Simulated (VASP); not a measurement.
## PbS (Galena): equation of state with PBE+D3(BJ)

PbS (Galena):

```
Pb S
1.0
     0.00000    2.96575    2.96575
     2.96575    0.00000    2.96575
     2.96575    2.96575    0.00000
Pb S
1 1
Cartesian
  0.0000 0.0000 0.0000
  2.9657 2.9657 2.9657
```

```yaml
Program: VASP 6.6.1
Task: equation of state
Functional: PBE
Dispersion: D3(BJ)
Potentials_or_basis: VASP PAW PBE potentials, release 64 (Pb_d, S)
Cutoff: 520 eV
k_mesh: 8 × 8 × 8
Occupations: gaussian, width 0.02 eV
Spin: no spin polarisation
```

* Equilibrium volume: 26.12 Å³/atom
* Bulk modulus: 57 GPa
* Pressure derivative of the bulk modulus: 4.2 (rough: it moves with the points fitted)

Energy against volume, from the lowest point:
```tsv
volume (Å³/atom)	energy (meV/atom)
25.042	8.56
25.564	2.20
26.086	0.00
26.607	1.58
27.129	6.53
```

All runs of the series together: 39 s on 1 thread of Intel(R) Xeon(R) 6975P-C (Granite Rapids), with other jobs on the host.

Spin-orbit coupling is left out, which matters for the levels of Pb.
